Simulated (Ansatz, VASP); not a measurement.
# Si2Mo in two plane-wave programs, part 2 of 2

One calculation is typed for both programs; each brings its own data sets. How far apart do they land? The cell is taken from a series of runs on this material, whose earlier steps may have relaxed, scaled, displaced or heated it; both programs get it as it stands.

VASP 6.6.1 and Ansatz 0.2.0.

So far: Set-up; VASP: relaxation of cell and atoms, r2SCAN.

### 3. Ansatz: relaxation of cell and atoms, r2SCAN

Level of this step: Ansatz beside VASP: Kohn-Sham DFT, plane waves, r2SCAN (Ansatz).

Ansatz runs on its default PAW (the set named soft_2) files.

The same cell, functional, mesh and smearing now go to Ansatz, which takes its cutoff from its data sets.

input.yaml reads:

```yaml
crystal:
  lattice:
    - [4.5854715599, 0.0, 0.0]
    - [-2.29273578, 3.9711348592, 0.0]
    - [0.0, 0.0, 6.5797601]
  atoms:
    - { symbol: Si, position: [0.16387298, 0.83612702, 0.83333333] }
    - { symbol: Si, position: [0.32774596, 0.16387298, 0.16666667] }
    - { symbol: Si, position: [0.83612702, 0.67225404, 0.5] }
    - { symbol: Si, position: [0.83612702, 0.16387298, 0.83333333] }
    - { symbol: Si, position: [0.67225404, 0.83612702, 0.16666667] }
    - { symbol: Si, position: [0.16387298, 0.32774596, 0.5] }
    - { symbol: Mo, position: [0.5, 0.0, 0.5] }
    - { symbol: Mo, position: [0.0, 0.5, 0.16666667] }
    - { symbol: Mo, position: [0.5, 0.5, 0.83333333] }
kpoints:
  mp_grid: { grid: [9, 9, 6] }
hamiltonian:
  xc: r2scan
scf:
  occupations: { method: gaussian, width: 0.1 }
output:
  forces: true
  stress: true
  eigenvalues: true
relax:
  adjacent_minimum: "off"
  f_tol: 0.005
  max_steps: 60
  cell: { stress_tol: 0.03 }
```

Started as:

```
> ansatz run input.yaml --threads 4 --pin off --max-ram 16384MiB --backend cpu --events-out ev --progress --plain --runs-dir out
```

Numbers of over 12 decimals in the logs are rounded to 6 here.

What it wrote:

```text
Engine: ansatz 0.2.0, aarch64-unknown-linux-gnu
Pseudopotentials: kind: paw
Pseudopotential: Si, paw, valence charge 4, recommended cutoff 500 eV (meta_gga), Si.paw.azcp
Pseudopotential: Mo, paw, valence charge 14, recommended cutoff 500 eV (meta_gga), Mo.paw.azcp
Functional definition: r2SCAN
  parameter k0 = 0.174
  parameter k1 = 0.065
  parameter a1 = 4.9479
  exchange = r2scan_x(k0 = k0, k1 = k1, a1 = a1)
  correlation = r2scan_c
Crystal: 9 atoms, lattice volume = 119.814 Å³
Basis set: ecut = 500 eV, 3101 PW (Γ), exchange–correlation on 144×144×192 points (64 copies of the dense FFT grid, shifted against one another)
Bands: 42, of which v1, the nominal top of the filled ones, is band 33 counted from 1 (32 counted from 0)
Symmetry: 12 space group operations
Space group: P6222 (ITA 180), of the structure as read, at distance tolerance 4.9e-5 Å
k-points: 48 of 486 (time reversal used)
Non-local potential: Si, projectors of the file, l = 0: 2, l = 1: 2, l = 2: 2
Non-local potential: Mo, projectors of the file, l = 0: 3, l = 1: 2, l = 2: 2, l = 3: 1
PAW form: soft (Blöchl's): semilocal exchange-correlation on the pseudo side does not see the compensation charge
PAW frozen core: Si, regenerated for the run's functional (the file was generated under x = pbe(κ = 0.804, μ = 0.219515), c = pbe(β = 0.066725))
PAW frozen core: Mo, regenerated for the run's functional (the file was generated under x = pbe(κ = 0.804, μ = 0.219515), c = pbe(β = 0.066725))
PAW one-centre angular grid: Si, 302 points (default); XC on 160 Gauss nodes
PAW one-centre angular grid: Mo, 590 points (default); XC on 160 Gauss nodes
Initial density: superposition of atomic densities (neutral atoms: chi_scale 0, normalization atom), corrected by the library's trained network
Initial wavefunctions: pseudopotential atomic-orbital guess
Functional: x = r2scan, c = r2scan; τ floored in thin density (d = 2e-4 eV/Å³)
SCF iter   1: F=—  HF=-18741.045048 eV  |F-HF|=—  |Δ(HF+E_count)|=         —  Δρ=9.63e-3  dr2=8.23e-2  dr2_τ=1.02e-1  ethr=1.77e-3  ⟨swp⟩=7.3  Hψ=8847  notcnv=0
preconditioner: auto → Resta (q_TF=auto, 2.470 Å⁻¹)  ε∞=9.2  [insulator: Δε(μ)=0.264 eV  Ē_g=7.687 eV  σ=0.100 eV  W_gap=0.94  n_scr=22 (ndim 8)  ℏωp=22.0 eV  f_vac=0.000  D(μ)=0.05/eV (n_scr^D=0)  ε∞_Penn≈9.2]
SCF iter   2: F=—  HF=-18741.157395 eV  |F-HF|=—  |Δ(HF+E_count)|=   1.12e-1  Δρ=6.02e-3  dr2=2.50e-2  dr2_τ=1.39e-3  ethr=1.25e-4  ⟨swp⟩=2.0  Hψ=3702  notcnv=0  defer=127
SCF iter   3: F=—  HF=-18741.160395 eV  |F-HF|=—  |Δ(HF+E_count)|=   3.00e-3  Δρ=1.90e-3  dr2=6.73e-3  dr2_τ=1.73e-3  ethr=3.78e-5  ⟨swp⟩=2.0  Hψ=3265  notcnv=0  defer=127
SCF iter   4: F=—  HF=-18741.159456 eV  |F-HF|=—  |Δ(HF+E_count)|=   9.38e-4  Δρ=3.35e-4  dr2=5.93e-5  dr2_τ=8.20e-6  ethr=1.02e-5  ⟨swp⟩=2.0  Hψ=2597  notcnv=0  defer=127
SCF iter   5: F=—  HF=-18741.159464 eV  |F-HF|=—  |Δ(HF+E_count)|=   7.90e-6  Δρ=9.25e-5  dr2=8.40e-6  dr2_τ=4.76e-7  ethr=8.98e-8  ⟨swp⟩=2.0  Hψ=3306  notcnv=0  defer=129
SCF iter   6: F=—  HF=-18741.159467 eV  |F-HF|=—  |Δ(HF+E_count)|=   2.79e-6  Δρ=1.93e-5  dr2=4.37e-7  dr2_τ=2.55e-8  ethr=1.27e-8  ⟨swp⟩=2.0  Hψ=2906  notcnv=0  defer=129
SCF iter   7: F=-18741.159467 eV  HF=-18741.159467 eV  |F-HF|=1.38e-8  |Δ(HF+E_count)|=   2.41e-7  Δρ=3.66e-6  dr2=1.07e-8  dr2_τ=4.18e-10  ethr=1.52e-10  ⟨swp⟩=9.6  Hψ=8746  notcnv=0
SCF 1 converged in 7 iterations: F = -18741.159467 eV  dr2 = 1.07e-8
  greatest PAW one-centre occupation: 0.997 electrons in one spin orbital (limit 2), on the Mo atom at site 8 (counted from 0), in its partial waves of l = 0
relax step   1: F+E_penalty+E_count = -18741.15946732 eV  Δ(F+E_penalty+E_count) = +0.000e0 eV  max|allowed force component| = 1.508e-3 eV/Å  Δτ_max = 0.0000 Å  P = -0.245 GPa  Ω = 119.814 Å³  (7 SCF iters, dr2 threshold 1.00e-7 eV, accepted)
[...]
relax step   2: F+E_penalty+E_count = -18741.15959764 eV  Δ(F+E_penalty+E_count) = -1.303e-4 eV  max|allowed force component| = 2.339e-3 eV/Å  Δτ_max = 0.0000 Å  P = +0.070 GPa  Ω = 119.645 Å³  energy of the carried Pulay correction = +3.587e-5 eV  (4 SCF iters, dr2 threshold 2.06e-7 eV, accepted)
[...]
relax step   3: F+E_penalty+E_count = -18741.15959871 eV  Δ(F+E_penalty+E_count) = -1.071e-6 eV  max|allowed force component| = 4.603e-4 eV/Å  Δτ_max = 0.0001 Å  P = -0.000 GPa  Ω = 119.683 Å³  energy of the carried Pulay correction = +2.791e-5 eV  (4 SCF iters, dr2 threshold 1.26e-8 eV, accepted)
[...]
relax step   4: F+E_penalty+E_count = -18741.15956835 eV  Δ(F+E_penalty+E_count) = +3.037e-5 eV  max|allowed force component| = 4.664e-4 eV/Å  Δτ_max = 0.0000 Å  P = -0.000 GPa  Ω = 119.683 Å³  stress off target by 3.69e-3 GPa  SCF on the basis re-selected at this cell (its energy is not comparable with the rows above)  (4 SCF iters)
basis re-selected at this cell: Δ(F+E_penalty+E_count) = +3.037e-5 eV, ΔP = +0.000 GPa vs the last step (what re-selecting the basis moved, of the pressure what is left beyond the Pulay correction that the steps carried, after the strain that the cell walked since its last selection, with what the two solves' SCF thresholds leave and, on support functions, any second-order correction that the steps lacked; it is no m [...]
SCF converged after 4 iterations
Free energy (F): -18741.159568 eV
Harris-Foulkes:  -18741.159568 eV  (|F-HF|=3.64e-12)
Internal energy: -18741.159383 eV  (E = F + TS)
E sigma→0 (E₀):  -18741.159476 eV
Entropy (-TS):   -0.000185 eV (-0.021 meV/atom)
Fermi energy:    16.748576 eV
--- Per-component energies (eV) ---
  E_band       = -171.409723
  E_kinetic    = 1594.349158
  E_local      = -3411.092325  (includes V_loc(G=0)·N_el)
  E_nonlocal   = 571.217876
  E_hartree    = 1274.670910
  E_xc         = -858.545047
  E_vxc        = -1090.333590  (∫ρ·V_xc dr)
  E_paw        = -12769.166380  (= ΣΔE_a)
  E_vpaw       = -449.689757  (= ΣTr[D̂ρ^β])
  E_aug_tail   = 0.000059  (compensation charges beyond the density's cutoff)
  E_vtau       = 64.797070  (kinetic-family band-sum trace: ∫τ·v_τ [+ j·A + Jᵃ·Aᵃ] dr)
  E_ewald      = -5141.471426
  E_core_change = -1.122209  (= ΣΔE_core)
  E_smearing   = -0.000185  (= −TS)
  E_closure    = 0.000000  (closes the sum)
  Σ components = -18741.159568   (vs F -18741.159568, Δ=0.00e0)
--- Forces (eV/Å), atoms counted from 1 ---
  atom   1  Si    -0.00040388     0.00023318    -0.00000000
  atom   2  Si    -0.00040388    -0.00023318     0.00000000
  atom   3  Si    -0.00000000     0.00046636     0.00000000
  atom   4  Si     0.00040388    -0.00023318     0.00000000
  atom   5  Si     0.00040388     0.00023318    -0.00000000
  atom   6  Si     0.00000000    -0.00046636    -0.00000000
  atom   7  Mo     0.00000000     0.00000000     0.00000000
  atom   8  Mo    -0.00000000     0.00000000    -0.00000000
  atom   9  Mo    -0.00000000    -0.00000000     0.00000000
  max |Σ_I F_I| component: 5.87e-17 eV/Å
--- Stress (GPa, compression-positive) ---
        0.001232       0.000000      -0.000000
       -0.000000       0.001232      -0.000000
        0.000000      -0.000000      -0.003695
  P = ⅓ Tr σ = -0.0004 GPa (-0.004 kbar)
--- Band table (eV; the first three rows and the last of 48) ---
  k-point 0: bands = [... 29 lower, 13.4931, 13.7558, 14.4182, 15.8124, 18.9004, 19.2234, 19.2234, 19.3891, ... 5 higher]
  k-point 1: bands = [... 29 lower, 13.5920, 13.8826, 14.4548, 16.0398, 18.9944, 19.0147, 19.2704, 19.3952, ... 5 higher]
  k-point 2: bands = [... 29 lower, 14.2437, 14.4087, 14.8139, 16.3118, 18.9140, 18.9141, 19.0996, 19.3339, ... 5 higher]
  k-point 47: bands = [... 29 lower, 14.7493, 15.1198, 15.1198, 16.0603, 17.4416, 17.9822, 17.9822, 18.6482, ... 5 higher]
--- Relaxed structure (3 steps of the walk, 3 accepted, 1 SCFs on fresh bases) ---
  F+E_penalty+E_count = -18741.15956835 eV   max|allowed force component| = 4.664e-4 eV/Å   (the final SCF, on the basis selected at the relaxed cell)
  cell:  # Å, volume = 119.6829 Å³
    - [4.583990, 2.885828674567832e-11, 0]
    - [-2.291995, 3.969852, 0]
    - [0.0, 0, 6.576794]
  atoms:
    - { symbol: Si, position: [0.163860, 0.836140, 0.833333] }
    - { symbol: Si, position: [0.327721, 0.163860, 0.166667] }
    - { symbol: Si, position: [0.836140, 0.672279, 0.5] }
    - { symbol: Si, position: [0.836140, 0.163860, 0.833333] }
    - { symbol: Si, position: [0.672279, 0.836140, 0.166667] }
    - { symbol: Si, position: [0.163860, 0.327721, 0.5] }
    - { symbol: Mo, position: [0.5, 0, 0.5] }
    - { symbol: Mo, position: [5.551115123125783e-17, 0.500000, 0.166667] }
    - { symbol: Mo, position: [0.5, 0.5, 0.833333] }
```

### 4. Side by side

Known differences besides the potentials themselves: VASP keeps PBE cores, Ansatz makes them for the functional; the cutoff is 500 eV in Ansatz and 550 eV in VASP; Ansatz adds a Pulay correction to the stress that steers its cell, VASP none. Total energies have different zeros and are not compared.

Compared:

| quantity | Ansatz | VASP | difference |
| --- | --- | --- | --- |
| volume (Å³) | 119.68 | 119.90 | -0.18 % |
| edge a after relaxation, in the typed setting (Å) | 4.584 | 4.587 | -0.07 % |
| edge c after relaxation, in the typed setting (Å) | 6.577 | 6.579 | -0.04 % |

### 5. VASP: relaxation of cell and atoms, r2SCAN with rVV10

The relaxed volume is the usual yardstick between codes: in a stiff, nearly cubic crystal its relative difference is about their pressure difference at one cell divided by the bulk modulus.

INCAR reads:

```
SYSTEM = Si2Mo
PREC = Accurate
ENCUT = 550
EDIFF = 1E-07
NELM = 120
ISMEAR = 0
SIGMA = 0.1
LREAL = .FALSE.
ALGO = Normal
METAGGA = R2SCAN
LUSE_VDW = .TRUE.
IVDW_NL = 2
BPARAM = 11.95
CPARAM = 0.0093
LASPH = .TRUE.
NBANDS = 42
LORBIT = 11
LWAVE = .FALSE.
LCHARG = .FALSE.
ISIF = 3
IBRION = 2
NSW = 80
EDIFFG = -0.005
GGA_COMPAT = .FALSE.
NELMIN = 4
EFERMI = MIDGAP
LMIXTAU = .TRUE.
KPAR = 2
```

POSCAR reads:

```
Si2Mo
1.0
    4.5854720000      0.0000000000      0.0000000000
   -2.2927360000      3.9711350000      0.0000000000
    0.0000000000      0.0000000000      6.5797600000
Si Mo
6 3
Direct
    0.1638730672      0.8361269511      0.8333332827
    0.3277458980      0.1638730489      0.1666667173
    0.8361269511      0.6722539022      0.5000000000
    0.8361269328      0.1638730489      0.8333332827
    0.6722538839      0.8361269511      0.1666667173
    0.1638729230      0.3277458460      0.5000000000
    0.5000000000      0.0000000000      0.5000000000
    0.9999999370      0.4999998741      0.1666667173
    0.4999999370      0.4999998741      0.8333332827
```

KPOINTS reads:

```
Automatic mesh
0
Gamma
9 9 6
0 0 0
```

The projector-augmented-wave data sets are Si and Mo_sv (PBE family, release 64).

Started as:

```
> mpirun -np 2 vasp_std
```

What it wrote:

```text
[banner, memory and clock lines left out]
running    2 mpi-ranks, on    1 nodes
[...]
|                                                                             |
|               ----> ADVICE to this user running VASP <----                  |
|                                                                             |
|     You have switched on vdW-DFT.                                           |
|     This routine was written and supplied by Jiri Klimes. We recommend      |
|     that you carefully read and cite the following publications:            |
|       J. Klimes, D.R. Bowler, A. Michelides                                 |
|          J. Phys.: Cond Matt. 22 022201 (2010)                              |
|       J. Klimes, D.R. Bowler, A. Michelides                                 |
|          Phys. Rev. B. 83, 195131 (2011)                                    |
|     and references therein.                                                 |
|                                                                             |

[...]
DAV:  14    -0.133901864924E+03   -0.67994E-04   -0.22510E-04  4606   0.938E-02    0.165E-02
Total rVV10 correction in eV:      0.8692461    74.2183890
Total rVV10 correction in eV:      0.8692461    74.2183890
DAV:  15    -0.133901899998E+03   -0.35074E-04   -0.18923E-05  4878   0.289E-02    0.122E-02
[...]
Total rVV10 correction in eV:      0.8692780    74.2183890
DAV:  22    -0.133901909711E+03   -0.91955E-07   -0.36334E-09  2302   0.472E-04
Total rVV10 correction in eV:      0.8692781    74.2183890
Total rVV10 correction in eV:      0.8692781    74.2183890
Total rVV10 correction in eV:      0.8692781    74.2183890
Total rVV10 correction in eV:      0.8692781    74.2183890
   1 F= -.13390191E+03 E0= -.13390181E+03  d E =-.133902E+03
[... from here on, the cycles between the ionic steps are left out ...]
   2 F= -.13390048E+03 E0= -.13390037E+03  d E =0.143191E-02
   3 F= -.13390268E+03 E0= -.13390258E+03  d E =-.773623E-03
   4 F= -.13390268E+03 E0= -.13390258E+03  d E =-.773515E-03
   5 F= -.13390269E+03 E0= -.13390259E+03  d E =-.484872E-05
 trial-energy change:   -0.000005  1 .order   -0.000005   -0.000009   -0.000002
 step:   1.0994(harm=  1.0994)  dis= 0.00028  next Energy=  -133.902689 (dE=-0.546E-05)
 reached required accuracy - stopping structural energy minimisation
```

From OUTCAR (step 5):

```text
  Total       -0.0075783     -0.0075783     -0.0137198      0.0000000     -0.0000000      0.0000000
  in kB       -0.1016410     -0.1016410     -0.1840111      0.0000000     -0.0000000      0.0000000
  external PRESSURE =      -0.1290977 kB  Pullay stress =       0.0000000 kB

 POSITION                                       TOTAL-FORCE (eV/Angst)
 -----------------------------------------------------------------------------------
     -1.16470      3.31722      5.47773        -0.001346      0.000777      0.000000
      1.12575      0.64995      1.09555        -0.001346     -0.000777      0.000000
      2.29045      2.66727      3.28664        -0.000000      0.001554      0.000000
      3.45515      0.64995      5.47773         0.001346     -0.000777     -0.000000
      1.16470      3.31722      1.09555         0.001346      0.000777      0.000000
     -0.00000      1.29990      3.28664         0.000000     -0.001554      0.000000
      2.29045     -0.00000      3.28664        -0.000000      0.000000      0.000000
      3.43567      1.98358      1.09555         0.000000      0.000000     -0.000000
      1.14522      1.98358      5.47773         0.000000      0.000000     -0.000000
 -----------------------------------------------------------------------------------
    total drift:                                0.000153      0.001165     -0.000811

  FREE ENERGIE OF THE ION-ELECTRON SYSTEM (eV)
  ---------------------------------------------------
  free  energy   TOTEN  =      -133.9026880745 eV

  energy  without entropy=     -133.9024844992  energy(sigma->0) =     -133.90258629

[... 2 parts as in an earlier step ...]

[... 2 further parts left out ...]
[key lines of the parts left out:]
E-fermi :  13.0233
```

### 6. Ansatz: relaxation of cell and atoms, r2SCAN with rVV10

The same cell, functional, mesh and smearing now go to Ansatz, which takes its cutoff from its data sets.

The cell is taken from a series of runs on this material, whose earlier steps may have relaxed, scaled, displaced or heated it; both programs get it as it stands.

Edit input.yaml of step 3 so:

```diff
@@ -19,2 +19,3 @@
   xc: r2scan
+  dispersion: rvv10
 scf:
```

Started as:

```
> ansatz run input.yaml --threads 4 --pin off --max-ram 16384MiB --backend cpu --events-out ev --progress --plain --runs-dir out
```

What it wrote:

```text
[...]
Crystal: 9 atoms, lattice volume = 119.814 Å³
Basis set: ecut = 500 eV, 3101 PW (Γ), exchange–correlation on 160×160×216 points (64 copies of the dense FFT grid, shifted against one another)
Bands: 42, of which v1, the nominal top of the filled ones, is band 33 counted from 1 (32 counted from 0)
Symmetry: 12 space group operations
[...]
- { symbol: Si, position: [0.327777, 0.163888, 0.166667] }
    - { symbol: Si, position: [0.836112, 0.672223, 0.500000] }
    - { symbol: Si, position: [0.836112, 0.163888, 0.833333] }
    - { symbol: Si, position: [0.672223, 0.836112, 0.166667] }
    - { symbol: Si, position: [0.163888, 0.327777, 0.500000] }
    - { symbol: Mo, position: [0.500000, 0, 0.500000] }
    - { symbol: Mo, position: [0, 0.5, 0.166667] }
    - { symbol: Mo, position: [0.5, 0.500000, 0.833333] }
[key lines of the parts left out:]
SCF converged after 5 iterations
Free energy (F): -18734.255380 eV
Fermi energy:    16.823154 eV
P = ⅓ Tr σ = -0.0058 GPa (-0.058 kbar)
```

### 7. Side by side

Both answers:

| quantity | Ansatz | VASP | difference |
| --- | --- | --- | --- |
| volume (Å³) | 119.16 | 119.46 | -0.25 % |
| edge a after relaxation, in the typed setting (Å) | 4.577 | 4.581 | -0.09 % |
| edge c after relaxation, in the typed setting (Å) | 6.569 | 6.573 | -0.07 % |

### 8. What came out

| Item | Value |
| --- | --- |
| difference in volume (relaxation of cell and atoms, r2SCAN) | -0.18 % |
| difference in volume (relaxation of cell and atoms, r2SCAN with rVV10) | -0.25 % |

The difference in volume is -0.25 % (relaxation of cell and atoms, r2SCAN with rVV10), within the 1.2 % picked in this series as the mark of a large difference, as far as the stopping tolerances let one tell. Such differences can come from data sets, numerical settings and the points named under the comparisons, not from the functional's error against experiment.

[Lines on the potential files, build, host, timing and source positions are cut from VASP's logs without a mark.]

[Logs are printed without paths, hosts, clocks, repeated set-up lines and the standing remarks that a program may print on its own settings, such as how far it seeks lower states.]

[Hosts, paths, dates, database ids (printed as entryN), source tags and the programs' standing remarks are cut or masked in the printed files.]
